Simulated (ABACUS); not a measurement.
**BN under changes of volume**

One of the cells (5.959 Å³/atom); the others are scaled copies at fixed shape and fractional positions:

```
CELL_PARAMETERS angstrom
0.00000 1.81300 1.81300
1.81300 0.00000 1.81300
1.81300 1.81300 0.00000
ATOMIC_POSITIONS crystal
N 0.25000 0.25000 0.25000
B 0.00000 0.00000 0.00000
```

The cell is a database's computed one.

- Program: ABACUS 3.10.1
- Functional: PBE
- Potentials or basis: PseudoDojo NC SR 0.4.1 PBE standard
- Cutoff: 1361 eV
- Density cutoff: 5442 eV
- Basis: TZDP LCAO (the cutoffs set its grid)
- k mesh: 13 × 13 × 13
- Occupations: fermi-dirac, width 0.05 eV
- Spin: no spin polarisation

```tsv
volume (Å³/atom)	energy over the lowest point (meV/atom)	pressure (GPa)	gap on the mesh (eV)
5.602	27.63	25.8	4.69
5.721	11.97	16.4	4.66
5.840	2.95	7.9	4.64
5.959	0.00	0.1	4.61
6.078	2.57	-6.9	4.58
6.198	?	?	?
6.317	22.35	-19.3	4.53
```

Q: What does the run at 6.198 Å³/atom give?

A: Energy over the lowest point 10.16 meV/atom; pressure -13.4 GPa; gap on the mesh 4.55 eV.

Worked out: A Birch-Murnaghan fit of order 3 (a polynomial in V^(-2/3)) to the other rows has its minimum at 5.96 Å³/atom with B0 = V·E''(V) = 370 GPa and B' = 3.8. It gives 10.20 meV/atom at 6.198 Å³/atom, against the run's 10.16, and -dE/dV = -13.4 GPa, against -13.4. A straight line through the other rows of the gap, of slope -1.33 eV per unit of ln V, gives 4.56 eV, against the run's 4.55.

Energies are extrapolated to zero smearing.

Caveats: the atomic orbitals were generated for these runs and aren't a published set; an odd mesh through Γ misses points on the zone boundary, where band edges often lie; the basis of atomic orbitals isn't converged, which shifts pressures, moduli and gaps.
